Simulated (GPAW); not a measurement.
# Ti (Im-3m) in GPAW: convergence with smearing width (eV)

Aim: find how far smearing width (eV) must go before the results for Ti settle, at PBE. This setting moves, with any that are tied to it; all else stays.

Everything below comes from runs of GPAW 26.7.0. Logs are shortened: lines on timing, memory, paths and dates and some standing lists are left out, and cuts for length are marked. The log counts tension as positive stress, the text compression.

**1. Starting point**

It takes space group Im-3m (No. 229, cubic). The conventional cell has a = 3.282 Å, b = 3.282 Å, c = 3.282 Å, α = 90.00°, β = 90.00°, γ = 90.00°. Ti (site symmetry m-3m) is surrounded by 8 Ti at 2.84 Å.

This isn't the form of Ti at room conditions, which is hcp.

**2. With smearing width (eV) 0.5**

The input, run.py:

```python
from ase.dft.bandgap import bandgap
from ase.io import read, write
from ase.units import GPa
from gpaw import GPAW, PW

atoms = read('Ti.xyz')

calc = GPAW(mode=PW(600),
            xc='PBE',
            kpts={'size': (11, 11, 11), 'gamma': True},
            occupations={'name': 'methfessel-paxton', 'order': 0, 'width': 0.5},
            nbands=14,
            convergence={'density': 1e-05, 'energy': 1e-05},
            maxiter=100,
            txt='gpaw.txt')
atoms.calc = calc
energy = atoms.get_potential_energy()
forces = atoms.get_forces()
stress = atoms.get_stress()
calc.write('gs.gpw')
write('result.traj', atoms)
print(f'Energy: {energy:.6f} eV')
print('Forces (eV/A):')
print(forces.round(4))
print('Stress (GPa):', (stress / GPa).round(3))
print('Fermi level:', round(calc.get_fermi_level(), 4), 'eV')
print(f'Gap: {bandgap(calc)[0]:.4f} eV, direct: {bandgap(calc, direct=True)[0]:.4f} eV')
```

The input, Ti.xyz:

```xyz
1
Lattice="-1.6410000000 1.6410000000 1.6410000000 1.6410000000 -1.6410000000 1.6410000000 1.6410000000 1.6410000000 -1.6410000000" Properties=species:S:1:pos:R:3 pbc="T T T"
Ti     0.0000000000      0.0000000000      0.0000000000
```

Potentials or basis: GPAW PAW data sets (gpaw-data 1.2.1), pw.

Run with:

```sh
OMP_NUM_THREADS=1 python run.py
```

gpaw.txt:

```text
__  _  _
 | _ |_)|_||  |
 |__||  | ||/\| - 26.7.0

Input parameters:
  mode=PW(ecut=600.0),
  convergence={'density': 1e-05, 'energy': 1e-05},
  kpts=MonkhorstPack(size=(11, 11, 11), gamma=True),
  maxiter=100,
  nbands=14,
  occupations=Occupations(name='methfessel-paxton', order=0, width=0.5),
  xc=XC(name='PBE')

Diagonalizing LCAO Hamiltonian
Converting LCAO to pw mode

       Ti

Atoms  # Å, Bohr magnetons
|   | symbol |        x |        y |        z |    initial magnetic moments |
|---|--------|----------|----------|----------|-----------------------------|
| 0 |     Ti | 0.000000 | 0.000000 | 0.000000 | ( 0.0000,  0.0000,  0.0000) |

Unit cell  # Å
| periodic |         x |         y |         z |  lengths |     angles |
|----------|-----------|-----------|-----------|----------|------------|
|      yes | -1.641000 |  1.641000 |  1.641000 | 2.842295 | 109.471221 |
|      yes |  1.641000 | -1.641000 |  1.641000 | 2.842295 | 109.471221 |
|      yes |  1.641000 |  1.641000 | -1.641000 | 2.842295 | 109.471221 |

Number of symmetries: 48
Symmetry operations  # r_c * U_cc + t_c -> r_c
|    | kind |            matrix            |
|----|------|------------------------------|
|  0 |  σ   |  1, 1, 1,  0, 0,-1,  0,-1, 0 |
|  1 |  C4  |  1, 1, 1,  0, 0,-1, -1, 0, 0 |
|  2 |  C2  |  1, 1, 1,  0,-1, 0,  0, 0,-1 |
|  3 |  S6  |  1, 1, 1,  0,-1, 0, -1, 0, 0 |
|  4 |  S6  |  1, 1, 1, -1, 0, 0,  0, 0,-1 |
|  5 |  C4  |  1, 1, 1, -1, 0, 0,  0,-1, 0 |
|  6 |  E   |  1, 0, 0,  0, 1, 0,  0, 0, 1 |
|  7 |  σ   |  1, 0, 0,  0, 1, 0, -1,-1,-1 |
|  8 |  σ   |  1, 0, 0,  0, 0, 1,  0, 1, 0 |
|  9 |  C3  |  1, 0, 0,  0, 0, 1, -1,-1,-1 |
| 10 |  C3  |  1, 0, 0, -1,-1,-1,  0, 1, 0 |
| 11 |  σ   |  1, 0, 0, -1,-1,-1,  0, 0, 1 |
| 12 |  σ   |  0, 1, 0,  1, 0, 0,  0, 0, 1 |
| 13 |  C2  |  0, 1, 0,  1, 0, 0, -1,-1,-1 |
| 14 |  C3  |  0, 1, 0,  0, 0, 1,  1, 0, 0 |
| 15 |  S4  |  0, 1, 0,  0, 0, 1, -1,-1,-1 |
| 16 |  S4  |  0, 1, 0, -1,-1,-1,  1, 0, 0 |
| 17 |  C3  |  0, 1, 0, -1,-1,-1,  0, 0, 1 |
| 18 |  C3  |  0, 0, 1,  1, 0, 0,  0, 1, 0 |
| 19 |  S4  |  0, 0, 1,  1, 0, 0, -1,-1,-1 |
| 20 |  σ   |  0, 0, 1,  0, 1, 0,  1, 0, 0 |
| 21 |  C3  |  0, 0, 1,  0, 1, 0, -1,-1,-1 |
| 22 |  C2  |  0, 0, 1, -1,-1,-1,  1, 0, 0 |
| 23 |  S4  |  0, 0, 1, -1,-1,-1,  0, 1, 0 |
| 24 |  C4  |  0, 0,-1,  1, 1, 1,  0,-1, 0 |
| 25 |  σ   |  0, 0,-1,  1, 1, 1, -1, 0, 0 |
| 26 |  S6  |  0, 0,-1,  0,-1, 0,  1, 1, 1 |
| 27 |  C2  |  0, 0,-1,  0,-1, 0, -1, 0, 0 |
| 28 |  C4  |  0, 0,-1, -1, 0, 0,  1, 1, 1 |
| 29 |  S6  |  0, 0,-1, -1, 0, 0,  0,-1, 0 |
| 30 |  S6  |  0,-1, 0,  1, 1, 1,  0, 0,-1 |
| 31 |  C4  |  0,-1, 0,  1, 1, 1, -1, 0, 0 |
| 32 |  C4  |  0,-1, 0,  0, 0,-1,  1, 1, 1 |
| 33 |  S6  |  0,-1, 0,  0, 0,-1, -1, 0, 0 |
| 34 |  σ   |  0,-1, 0, -1, 0, 0,  1, 1, 1 |
| 35 |  C2  |  0,-1, 0, -1, 0, 0,  0, 0,-1 |
| 36 |  C2  | -1, 0, 0,  1, 1, 1,  0, 0,-1 |
| 37 |  S6  | -1, 0, 0,  1, 1, 1,  0,-1, 0 |
| 38 |  S6  | -1, 0, 0,  0, 0,-1,  1, 1, 1 |
| 39 |  C2  | -1, 0, 0,  0, 0,-1,  0,-1, 0 |
| 40 |  C2  | -1, 0, 0,  0,-1, 0,  1, 1, 1 |
| 41 |  i   | -1, 0, 0,  0,-1, 0,  0, 0,-1 |
| 42 |  S4  | -1,-1,-1,  1, 0, 0,  0, 1, 0 |
| 43 |  C3  | -1,-1,-1,  1, 0, 0,  0, 0, 1 |
| 44 |  C3  | -1,-1,-1,  0, 1, 0,  1, 0, 0 |
| 45 |  σ   | -1,-1,-1,  0, 1, 0,  0, 0, 1 |
| 46 |  S4  | -1,-1,-1,  0, 0, 1,  1, 0, 0 |
| 47 |  C2  | -1,-1,-1,  0, 0, 1,  0, 1, 0 |

BZ-sampling:
  Number of BZ points: 1331
  Number of IBZ points: 56

  Monkhorst-Pack size: [11, 11, 11]
  Monkhorst-Pack shift: [0, 0, 0]

K-points  # in reciprocal-cell coordinates
|     |                                coordinates |     weight |
|-----|--------------------------------------------|------------|
|   0 | (  0.00000000,   0.00000000,   0.00000000) | 0.00075131 |
|   1 | (  0.09090909,   0.00000000,   0.00000000) | 0.00901578 |
|   2 | (  0.09090909,   0.09090909,  -0.09090909) | 0.00450789 |
|   3 | (  0.18181818,   0.00000000,  -0.09090909) | 0.01803156 |
|   4 | (  0.18181818,   0.00000000,   0.00000000) | 0.00901578 |
|   5 | (  0.18181818,   0.09090909,  -0.09090909) | 0.01803156 |
|   6 | (  0.18181818,   0.18181818,  -0.18181818) | 0.00450789 |
|   7 | (  0.27272727,  -0.09090909,  -0.09090909) | 0.00601052 |
|   8 | (  0.27272727,   0.00000000,  -0.09090909) | 0.03606311 |
|   9 | (  0.27272727,   0.00000000,   0.00000000) | 0.00901578 |
| ... |                                            |            |
|  55 | (  0.45454545,   0.45454545,   0.45454545) | 0.00601052 |

Plane wave coefficients: 603
Cutoff: 600.0 eV

Spin-components: 1 (collinear spins)
Bands:           14
Projectors:      6
Spin-degeneracy: 2
Datatype:        complex128

Parallelization:
  kpt:    1
  domain: 1
  band:   1

Density:
  Valence electrons: 12.0
  Components: 1
  Grid points: [18 18 18]
  Charge: 0.0  # |e|

Potential:
  Grid points: [18 18 18]

species:
  Ti:
    name:    Titanium
    Z:       22.0
    valence: 12
    core:    10
    charge:  0.0  # [|e|]
    compensation charges:
      type: gauss
      rc: 0.38  # [Å]
      lmax: 2
    cutoffs:
      filter: 2.23  # [Å]
      core: 1.02  # [Å]
    projectors
    | kind |    occ | energy [eV] | rcut [Å] |
    |------|--------|-------------|----------|
    |   3s |  2.000 |     -62.623 |    1.270 |
    |   4s |  2.000 |      -4.466 |    1.270 |
    |   3p |  6.000 |     -38.862 |    1.058 |
    |   4p |  0.000 |      -1.466 |    1.058 |
    |   3d |  2.000 |      -4.258 |    1.058 |
    |    d |        |      22.953 |    1.058 |

    Using partial waves for Ti as LCAO basis

Reference energy: -23224.014282  # eV

eigensolver:
  PPCG
  Converge bands: occupied
  niter=2

density mixing:
  MSR1-Mixer
  Pratt-step length: 0.05
  Maximum mixing coefficient: 0.75
  Old densities: 10
  SVD Regularization: 0.005
  Good broyden scale: 1.0
  Trust region scale: 1.0
  Backstep threshold: 4.0
  History deletion threshold: 6.0
  Fourier metric: weight=20.0, sigma=0.015

occupation numbers:
  Methfessel-Paxton:
    width: 0.5000  # eV
    order: 0

poisson solver:
  ecut: 4800.0  # eV

xc functional:
  name: PBE with 2 nearest neighbor stencil

convergence criteria:
- Maximum integral of absolute [dens]ity change: 1e-05 electrons / valence electron
- Maximum [total energy] change in last 3 cyles: 1e-05 eV / valence electron
- Maximum integral of absolute [eigenst]ate change: 4e-08 eV^2 / valence electron
maximum number of iterations: 100

SCF iterations
|iter     | |      energy | eigst |  dens |
|---------|-|-------------|-------|-------|
|iter:   1| |   -6.786454 | -0.11 |       |
|iter:   2| |   -6.731112 | -3.01 | -1.24 |
|iter:   3| |   -6.558297 | -1.84 | -1.30 |
|iter:   4| |   -6.561484 | -3.84 | -2.04 |
|iter:   5| |   -6.563001 | -4.14 | -2.33 |
|iter:   6| |   -6.563016 | -6.23 | -3.64 |
|iter:   7| |   -6.563027c| -6.84 | -3.93 |
|iter:   8| |   -6.563026c| -8.33c| -5.19c|

Converged in 8 steps
Energy contributions relative to reference atoms: (reference = -23224.014282)

Energy contributions:
  Kinetic:           5.113429
  Coulomb:          -4.844581
  Zero:              0.008521
  External:          0.000000
  Xc:               -6.698851
  Entropy:          -0.283090
  Spinorbit:         0.000000
  ----------------------------
  Free energy:      -6.704571
  Extrapolated:     -6.563026

dipole moment: (-5.218982, -5.218982, -5.218982)  # |e|*Ang

Fermi level: 8.108
Eigenvalues  # (at kpt = [0.000, 0.000, 0.000])
| band index |      eig [eV] | occ [0-2] |
|------------|---------------|-----------|
|          0 |       -48.424 |     2.000 |
|          1 |       -24.323 |     2.000 |
|          2 |       -24.323 |     2.000 |
|          3 |       -24.323 |     2.000 |
|          4 |         2.205 |     2.000 |
|          5 |         9.081 |     0.006 |
|          6 |         9.081 |     0.006 |
|          7 |         9.081 |     0.006 |
|          8 |        10.801 |     0.000 |
|          9 |        10.801 |     0.000 |
|         10 |        25.402 |     0.000 |
|         11 |        25.402 |     0.000 |
|         12 |        25.402 |     0.000 |
|         13 |        31.153 |     0.000 |

No gap
No difference between direct/indirect transitions

Forces  # eV/Ang
|        x |        y |       z |
|----------|----------|---------|
| -0.00000 | -0.00000 | 0.00000 |  # Ti   0

Stress tensor  # eV/Ang^3
|         x |         y |         z |
|-----------|-----------|-----------|
|  0.009163 | -0.000000 | -0.000000 |
| -0.000000 |  0.009163 |  0.000000 |
| -0.000000 |  0.000000 |  0.009163 |

# Writing to gs.gpw (mode='')
```

Wall time 12 s (1 thread of Arm Neoverse V1, shared host); peak memory 0.14 GiB.

Results:

```
Free energy            : -6.7046 eV
Pressure               : -1.5 GPa
Band gap on the k mesh : none (metal or under the smearing width)
```

**3. With smearing width (eV) 0.3**

Edit run.py of step 2 so:

```diff
@@ -10,3 +10,3 @@
             kpts={'size': (11, 11, 11), 'gamma': True},
-            occupations={'name': 'methfessel-paxton', 'order': 0, 'width': 0.5},
+            occupations={'name': 'methfessel-paxton', 'order': 0, 'width': 0.3},
             nbands=14,
```

Ti.xyz is that of step 2.

Potentials or basis: GPAW PAW data sets (gpaw-data 1.2.1), pw.

Run with:

```sh
OMP_NUM_THREADS=1 python run.py
```

Wall time 11 s (1 thread of Arm Neoverse V1, shared host); peak memory 0.14 GiB.

What came out:

- Free energy: -6.6111 eV
- Pressure: -2.4 GPa
- Band gap on the k mesh: none (metal or under the smearing width)

**4. With smearing width (eV) 0.2**

Edit run.py of step 3 so:

```diff
@@ -10,3 +10,3 @@
             kpts={'size': (11, 11, 11), 'gamma': True},
-            occupations={'name': 'methfessel-paxton', 'order': 0, 'width': 0.3},
+            occupations={'name': 'methfessel-paxton', 'order': 0, 'width': 0.2},
             nbands=14,
```

Ti.xyz is that of step 3.

Run with:

```sh
OMP_NUM_THREADS=1 python run.py
```

Wall time 11 s (1 thread of Arm Neoverse V1, shared host); peak memory 0.14 GiB.

Results (log left out):

- Free energy: -6.5807 eV
- Pressure: -2.8 GPa
- Band gap on the k mesh: none (metal or under the smearing width)

**5. With smearing width (eV) 0.15**

Edit run.py of step 4 so:

```diff
@@ -10,3 +10,3 @@
             kpts={'size': (11, 11, 11), 'gamma': True},
-            occupations={'name': 'methfessel-paxton', 'order': 0, 'width': 0.2},
+            occupations={'name': 'methfessel-paxton', 'order': 0, 'width': 0.15},
             nbands=14,
```

Ti.xyz is that of step 4.

Run with:

```sh
OMP_NUM_THREADS=1 python run.py
```

Run time: 11 s. Hardware: 1 thread of Arm Neoverse V1, shared host; peak memory 0.14 GiB.

It converged, with:

```
Free energy            : -6.5696 eV
Pressure               : -3.0 GPa
Band gap on the k mesh : none (metal or under the smearing width)
```

**6. With smearing width (eV) 0.1**

Edit run.py of step 5 so:

```diff
@@ -10,3 +10,3 @@
             kpts={'size': (11, 11, 11), 'gamma': True},
-            occupations={'name': 'methfessel-paxton', 'order': 0, 'width': 0.15},
+            occupations={'name': 'methfessel-paxton', 'order': 0, 'width': 0.1},
             nbands=14,
```

Ti.xyz is that of step 5.

Potentials or basis: GPAW PAW data sets (gpaw-data 1.2.1), pw.

Run with:

```sh
OMP_NUM_THREADS=1 python run.py
```

Run time: 11 s. Hardware: 1 thread of Arm Neoverse V1, shared host; peak memory 0.14 GiB.

It converged, with:

```yaml
Free_energy: -6.5607 eV
Pressure: -3.1 GPa
Band_gap_on_the_k_mesh: none (metal or under the smearing width)
```

**7. With smearing width (eV) 0.05**

Edit run.py of step 6 so:

```diff
@@ -10,3 +10,3 @@
             kpts={'size': (11, 11, 11), 'gamma': True},
-            occupations={'name': 'methfessel-paxton', 'order': 0, 'width': 0.1},
+            occupations={'name': 'methfessel-paxton', 'order': 0, 'width': 0.05},
             nbands=14,
```

Ti.xyz is that of step 6.

Run with:

```sh
OMP_NUM_THREADS=1 python run.py
```

Wall time 11 s (1 thread of Arm Neoverse V1, shared host); peak memory 0.14 GiB.

It converged, with:

| Item | Value |
| --- | --- |
| Free energy | -6.5542 eV |
| Pressure | -3.3 GPa |
| Band gap on the k mesh | none (metal or under the smearing width) |

**8. With smearing width (eV) 0.025**

Edit run.py of step 7 so:

```diff
@@ -10,3 +10,3 @@
             kpts={'size': (11, 11, 11), 'gamma': True},
-            occupations={'name': 'methfessel-paxton', 'order': 0, 'width': 0.05},
+            occupations={'name': 'methfessel-paxton', 'order': 0, 'width': 0.025},
             nbands=14,
```

Ti.xyz is that of step 7.

Run with:

```sh
OMP_NUM_THREADS=1 python run.py
```

Run time: 12 s. Hardware: 1 thread of Arm Neoverse V1, shared host; peak memory 0.14 GiB.

The run converged. Its results:

```yaml
Free_energy: -6.5520 eV
Pressure: -3.4 GPa
Band_gap_on_the_k_mesh: none (metal or under the smearing width)
```

**9. With smearing width (eV) 0.01**

Edit run.py of step 8 so:

```diff
@@ -10,3 +10,3 @@
             kpts={'size': (11, 11, 11), 'gamma': True},
-            occupations={'name': 'methfessel-paxton', 'order': 0, 'width': 0.025},
+            occupations={'name': 'methfessel-paxton', 'order': 0, 'width': 0.01},
             nbands=14,
```

Ti.xyz is that of step 8.

Potentials or basis: GPAW PAW data sets (gpaw-data 1.2.1), pw.

Run with:

```sh
OMP_NUM_THREADS=1 python run.py
```

Wall time 14 s (1 thread of Arm Neoverse V1, shared host); peak memory 0.14 GiB.

It converged, with:

| Item | Value |
| --- | --- |
| Free energy | -6.5512 eV |
| Pressure | -3.4 GPa |
| Band gap on the k mesh | none (metal or under the smearing width) |

**10. Result**

| smearing width (eV) | energy less the tightest run, at zero smearing (meV/atom) | pressure (GPa) | SCF cycles | CPU time (s) | peak memory (GiB) |
| --- | --- | --- | --- | --- | --- |
| 0.5 | -11.96 | -1.47 | 8 | 12 | 0.14 |
| 0.3 | -6.01 | -2.45 | 8 | 11 | 0.14 |
| 0.2 | -4.82 | -2.81 | 8 | 11 | 0.14 |
| 0.15 | -3.54 | -2.96 | 8 | 11 | 0.14 |
| 0.1 | -1.99 | -3.11 | 8 | 11 | 0.14 |
| 0.05 | -0.47 | -3.26 | 8 | 11 | 0.14 |
| 0.025 | -0.10 | -3.37 | 9 | 12 | 0.14 |
| 0.01 | 0.00 | -3.39 | 10 | 14 | 0.14 |

Against the tightest run, the energy stays within 1 meV/atom from 0.05 on; the pressure stays within 0.1 GPa from 0.025 on. Narrower smearing needs a denser k mesh, so at a fixed mesh the narrowest width isn't the most accurate. The tightest run that finished is the yardstick and may itself not be fully converged.
